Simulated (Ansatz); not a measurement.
A (102) slab of TaN (P6_3/mmc (No. 194)), 21 planes, outer planes N (top) and N (bottom), with 28 atoms (Ta14N14) in a surface cell of A = 22.269 Å², as cut from the bulk:

```xyz
28
Lattice="2.8895 0.0000 0.0000 0.0000 7.7069 0.0000 0.0000 0.0000 27.0520" Properties=species:S:1:pos:R:3 pbc="T T T"
N     1.4447    7.1343    7.5000
Ta    1.4447    1.6250    7.8172
Ta    0.0000    5.4784    7.8172
N     1.4447    3.8225    8.1343
N     0.0000    1.0524    9.4029
Ta    0.0000    3.2500    9.7201
Ta    1.4447    7.1034    9.7201
N     0.0000    5.4475   10.0373
N     1.4447    2.6774   11.3059
Ta    1.4447    4.8749   11.6230
Ta    0.0000    1.0215   11.6230
N     1.4447    7.0725   11.9402
N     0.0000    4.3024   13.2088
Ta    0.0000    6.4999   13.5260
Ta    1.4447    2.6465   13.5260
N     0.0000    0.9906   13.8432
N     1.4447    5.9273   15.1118
Ta    1.4447    0.4180   15.4289
Ta    0.0000    4.2715   15.4289
N     1.4447    2.6156   15.7461
N     0.0000    7.5523   17.0147
Ta    0.0000    2.0430   17.3319
Ta    1.4447    5.8964   17.3319
N     0.0000    4.2405   17.6490
N     1.4447    1.4704   18.9177
Ta    1.4447    3.6680   19.2348
Ta    0.0000    7.5214   19.2348
N     1.4447    5.8655   19.5520
```

Level of theory: Ansatz 0.2.0, DFT PBEsol, scalar-relativistic, plane waves, PAW. Settings: cutoff 420 eV, Γ-centred mesh 12×5×1 on the computed 28-atom cell, Gaussian smearing of 0.10 eV; no spin polarisation.

Against the same 28 atoms in the bulk, the slab as cut lies 9.006 eV higher and the relaxed slab 8.383 eV higher.

Q: Work out the surface energy before and after relaxation.

A: The slab has two faces, so γ = (E_slab − N·E_bulk)/(2A), the mean of both. As cut: 9.006/(2 × 22.269) = 0.2022 eV/Å², and 1 eV/Å² = 16.02 J/m², so γ = 3.24 J/m². Relaxed: 8.383/(2 × 22.269) = 0.1882 eV/Å² = 3.02 J/m². Relaxation recovers 7 % of the cost of cutting.

Q: What is the ideal work of this cut, per area?

A: Griffith's ideal work is 2γ: 6.48 J/m² if the new faces stay rigid, 6.03 J/m² if they relax. Other cuts parallel to this plane can cost less. One thickness was run, 21 planes, so γ can still shift with it.

The reference crystal is a form of TaN, which isn't its usual structure.